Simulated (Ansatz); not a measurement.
The system is FeGe.

```
Ge Fe
1.0
     4.99760    0.00000    0.00000
    -2.49880    4.32805    0.00000
     0.00000    0.00000    4.11576
Ge Fe
3 3
Direct
  0.66667 0.33333 0.50000
  0.33333 0.66667 0.50000
  0.00000 0.00000 0.00000
  0.00000 0.50000 0.00000
  0.50000 0.50000 0.00000
  0.50000 0.00000 0.00000
```

The cell is a database's computed one.

Base run:

```yaml
Program: Ansatz 0.2.0
Functional: LDA
Potentials_or_basis: Ansatz PAW
Cutoff: "420 eV (not typed: the program's choice for these potentials)"
k_mesh: 6 × 6 × 7
Occupations: fermi-dirac, width 0.05 eV
Spin: collinear spin, ferromagnetic start
Starting_moments: "[0.0, 0.0, 0.0, 3.0, 3.0, 3.0] μB"
```

Its results: band gap on the k mesh none (metal or under the smearing width); pressure -14.7 GPa; net moment 4.06 μB per cell; site moments Ge -0.04, -0.06; Fe +1.42 μB.

Task: The run is repeated on the same cell with these changes: functional from LDA to r2SCAN; cutoff from 420 eV (not typed: the program's choice for these potentials) to 500 eV (not typed: the program's choice for these potentials). What comes out?

Result: Band gap on the k mesh none (metal or under the smearing width); pressure -0.8 GPa; net moment 6.61 μB per cell; site moments Ge -0.06, -0.10; Fe +2.37 μB.

Caveats: the PAW data sets come from PBE, with cores solved anew for the run's functional, which leaves a small shift of forces and pressure; the magnetic or orbital state may not be the lowest (some runs).
